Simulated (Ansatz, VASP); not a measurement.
# Ir: VASP beside Ansatz

POSCAR

```
Ir
1.0
    2.5312676630      0.0000000000      0.0000000000
   -1.2656338315      2.1921420999      0.0000000000
    0.0000000000      0.0000000000      4.2837984000
Ir
2
Direct
    0.6666666667      0.3333333333      0.7500000000
    0.3333333333      0.6666666667      0.2500000000
```

The input INCAR.step1:

```
SYSTEM = Ir
PREC     = Accurate       ! precision mode
ENCUT    = 520            ! plane-wave cutoff, eV
ISMEAR   = 0              ! smearing method
SIGMA    = 0.15           ! smearing width, eV
LREAL    = .FALSE.        ! projectors in reciprocal space
LASPH    = .TRUE.         ! aspherical terms in the spheres
NELM     = 80             ! most SCF steps
NBANDS   = 16             ! bands
GGA      = PE             ! functional
ALGO     = Normal         ! electronic algorithm
EDIFF    = 1E-4           ! SCF threshold, eV
LWAVE    = .TRUE.         ! write WAVECAR
LCHARG   = .FALSE.        ! write CHGCAR
```

File INCAR.step2:

```
SYSTEM = Ir
PREC     = Accurate       ! precision mode
ENCUT    = 520            ! plane-wave cutoff, eV
EDIFF    = 1E-6           ! SCF threshold, eV
ISMEAR   = 0              ! smearing method
SIGMA    = 0.15           ! smearing width, eV
LREAL    = .FALSE.        ! projectors in reciprocal space
LASPH    = .TRUE.         ! aspherical terms in the spheres
NELM     = 80             ! most SCF steps
ALGO     = Normal         ! electronic algorithm
ISIF     = 2              ! what is computed and relaxed
LWAVE    = .FALSE.        ! write WAVECAR
LCHARG   = .FALSE.        ! write CHGCAR
METAGGA  = R2SCAN         ! meta-GGA
LMIXTAU  = .TRUE.       
NBANDS   = 16             ! bands
ISTART   = 1
```

KPOINTS

```
Automatic mesh
0
G
  18 18 12
  0 0 0
```

Input for Ansatz:

```yaml
crystal:
  lattice:
    - [2.531267663, 0.0, 0.0]
    - [-1.2656338315, 2.1921420999, 0.0]
    - [0.0, 0.0, 4.2837984]
  atoms:
    - { symbol: Ir, position: [0.6666666667, 0.3333333333, 0.75] }
    - { symbol: Ir, position: [0.3333333333, 0.6666666667, 0.25] }
basis:
  ecutwfc: 500
kpoints:
  mp_grid: { grid: [18, 18, 12] }
hamiltonian:
  xc: r2scan
scf:
  occupations: { method: gaussian, width: 0.15 }
output:
  forces: true
  stress: true
  eigenvalues: true
```

Change from the starting cell: strain -0.080 along x and y, -0.040 along z, atoms carried along.

Alike in both runs: task single point; functional r2SCAN; k mesh 18 × 18 × 12; occupations gaussian, width 0.15 eV; no spin polarisation.

|  | VASP | Ansatz |
| --- | --- | --- |
| version | VASP 6.6.1 | Ansatz 0.2.0 |
| potentials or method | VASP PAW PBE potentials, release 64 (Ir) | scalar-relativistic, plane waves, PAW |
| plane-wave cutoff (eV) | 520 | 500 |
| valence electrons in the cell | 18 | 34 |

|  | VASP | Ansatz | Ansatz less VASP |
| --- | --- | --- | --- |
| gap on the k mesh at the Fermi level (eV) | none | none | - |
| pressure (GPa) | 114.9 | 108.2 | -6.61 |
| largest component of the traceless stress (GPa) | 21.83 | 21.67 | -0.152 |

A gap of «none» marks a metal or a gap that the smearing closes. The two sets of potentials don't hold the same shells in valence.

Caveats: the cell as given lies far from equilibrium; so large a pressure means that the cell lies far from this level's equilibrium, or that cutoff or potentials fall short (VASP); the potentials were made for another functional, which shifts forces and pressure (VASP). The runs have no spin-orbit coupling, so splittings on Ir are missing.
